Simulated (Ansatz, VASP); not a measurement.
Pt in VASP and in Ansatz

```xyz
1
Lattice="0.0000 1.9609 1.9609 1.9609 0.0000 1.9609 1.9609 1.9609 0.0000" Properties=species:S:1:pos:R:3 pbc="T T T"
Pt    0.0000    0.0000    0.0000
```

Alike in both runs: task relaxation of cell and atoms; functional PBEsol; k mesh 18 × 18 × 18; occupations fermi-dirac, width 0.08 eV; no spin polarisation.

```csv
,VASP,Ansatz
version,VASP 6.6.1,Ansatz 0.2.0
potentials or method,"VASP PAW PBE potentials, release 64 (Pt)","PAW with Ansatz's default frozen-core files, scalar-relativistic"
plane-wave cutoff (eV),600,420
valence electrons in the cell,10,18
```

Ansatz gave:

```
relaxed volume (Å³/atom)                                     : 15.05
relaxed cell length with the largest relative difference (Å) : 2.771
```

Task: What did VASP give for the same quantities?

Result: Relaxed volume (Å³/atom): 15.03; relaxed cell length with the largest relative difference (Å): 2.770.

The two sets of potentials don't hold the same shells in valence.

Caveats: the PAW data sets were made with another functional, which shifts forces and pressure a little (VASP). The runs have no spin-orbit coupling, so splittings on Pt are missing.
